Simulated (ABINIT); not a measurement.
Ag, 1 atom in the cell. It takes space group Fm-3m (No. 225, cubic). The conventional cell has a = 4.085 Å, b = 4.085 Å, c = 4.085 Å, α = 90.00°, β = 90.00°, γ = 90.00°. Around Ag (site symmetry m-3m) lie 12 Ag at 2.89 Å. 

```yaml
Program: ABINIT 10.8.3 (patched build)
Task: band structure
Functional: LDA
Potentials_or_basis: HGH LDA semicore
Cutoff: 680 eV
k_mesh: 11 × 11 × 11
Occupations: fermi-dirac, width 0.05 eV
Spin: no spin polarisation
```

Potentials or basis: HGH LDA semicore.

The run is started by

```console
$ abinit run.abi > log 2>&1
```

Hardware: 1 thread of Arm Neoverse V2, on a shared host.

Problem. How long does it take, and how much memory?

Solution. Wall time 18 s on 1 thread of Arm Neoverse V2, with other jobs on the host, peak memory 0.11 GiB. Counts: scf iterations 10, k points 56, bands 10, plane waves 695.
